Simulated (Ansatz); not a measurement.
**Sr under pressure: fit and missing row**

Sr, C2/m, a = 7.262 Å, b = 4.195 Å, c = 10.561 Å, β = 103.2°. This isn't the element's structure at ambient conditions. Ansatz: PBEsol, PAW, 420 eV, Γ-centred 12×12×4 mesh on 3 atoms, Gaussian smearing 0.10 eV; no spin polarisation. Cell and atoms are relaxed at each pressure, and no other structure is tried, so the rows at high pressure may lie past a change of phase.

```
V (Å³/atom) P (GPa)
     32.172    12.00
     41.404     4.03
     48.416     1.04
     52.208    -0.01
          ?    -0.95
```

Task: Take V0 = 52.208 Å³/atom, count pressures from its P0 = -0.01 GPa, fit the third-order Birch–Murnaghan form to the other rows, and predict the missing volume.

Result: With the Eulerian strain f = ½[(V0/V)^(2/3) − 1] and y = (P − P0)/[3f(1 + 2f)^(5/2)], the form is the line y = B0 + 1.5 B0 (B0′ − 4) f. Rows (f, y): 0.19047, 9.38; 0.08358, 10.95; 0.02578, 11.97. Means f = 0.09994, y = 10.767; Σ(Δf)² = 0.01396, ΣΔfΔy = -0.2178; the slope is their ratio. y = 12.33 − 15.60 f GPa, so B0 = 12.3 GPa and B0′ = 4 + 2 × (-15.60)/(3 × 12.33) = 3.16. P = -0.95 GPa is met at f = -0.02839 (y = 12.773), so V = V0 (1 + 2f)^(−3/2) = 56.993 Å³/atom. The run gave 57.075 Å³/atom, so the fit is 0.082 Å³/atom too low, 0.33 % of the span of the series, against an rms of 0.033 Å³/atom on the fitted rows. The row lies outside the fitted range. The records show no cause, and too few rows are left to test a further term.

The mesh isn't the same in all rows (12×12×4, 12×12×6, 14×14×6).